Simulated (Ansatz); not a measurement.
SrCl2:

```
Sr Cl
1.0
     0.00000    3.48835    3.48835
     3.48835    0.00000    3.48835
     3.48835    3.48835    0.00000
Sr Cl
1 2
Direct
  0.00000 0.00000 0.00000
  0.75000 0.75000 0.75000
  0.25000 0.25000 0.25000
```

Base run:

* Program: Ansatz 0.2.0
* Functional: PBE
* Potentials or basis: all-electron LAPW, scalar-relativistic
* Cutoff: 144 eV
* Density cutoff: 575 eV
* Basis error allowed: 0.002 eV/atom
* k mesh: 7 × 7 × 7
* Occupations: fermi-dirac, width 0.05 eV
* Spin: no spin polarisation

Its results: band gap on the k mesh 5.38 eV, indirect (least direct gap 5.68 eV); pressure 1.0 GPa.

Problem. After a change of settings the same cell gave: band gap on the k mesh 5.18 eV, indirect (least direct gap 5.48 eV); pressure -1.1 GPa. Which change was it?
A. functional from PBE to PBEsol
B. k mesh from 7 × 7 × 7 to 4 × 4 × 4; occupations from fermi-dirac, width 0.05 eV to fermi-dirac, width 0.03 eV
C. basis error allowed from 0.002 eV/atom to 0.001 eV/atom
D. functional from PBE to LDA

Solution. A.

PBEsol binds more tightly than PBE, so the same cell stands under less pressure.

Not every run made on this cell is shown here.
